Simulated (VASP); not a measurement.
A run of VASP 6.6.1:

The input INCAR:

```
SYSTEM = B6As
  ALGO = Normal
  EDIFF = 1E-7
  ENCUT = 520
  GGA = PE
  ISIF = 2
  ISMEAR = -1
  LASPH = .True.
  LCHARG = .False.
  LREAL = .False.
  LWAVE = .False.
  NBANDS = 20
  NELM = 80
  PREC = Accurate
  SIGMA = 0.05
```

KPOINTS

```
k-points
0
Gamma
  7 7 7
  0 0 0
```

File POSCAR:

```
B6As
1.0
    4.2620692300      0.0000000000      0.0000000000
   -2.1310346200      3.6910602300      0.0000000000
    0.0000000000      0.0000000000      3.6114891500
B As
6 1
Direct
    0.0000000000      0.3336124100      0.5000000000
    0.6663875900      0.6663875900      0.5000000000
    0.3336124100      0.0000000000      0.5000000000
    0.0000000000      0.6663875900      0.5000000000
    0.3336124100      0.3336124100      0.5000000000
    0.6663875900      0.0000000000      0.5000000000
    0.0000000000      0.0000000000      0.0000000000
```

Potentials or basis: VASP PAW PBE potentials, release 64 (B, As).

Launch:

```bash
$ cat potpaw_PBE.64/B/POTCAR potpaw_PBE.64/As/POTCAR > POTCAR
$ mpirun -np 1 vasp_std > vasp.out
```

Hardware: 1 thread of Intel(R) Xeon(R) Platinum 8259CL CPU @ 2.50GHz (Skylake/Cascade Lake), on a shared host.

Estimate the wall time of this run.

Run time: 28 s on 1 thread of Intel(R) Xeon(R) Platinum 8259CL CPU @ 2.50GHz (Skylake/Cascade Lake) (shared host), peak memory 0.18 GiB. Counts: scf iterations 15, k points 32.
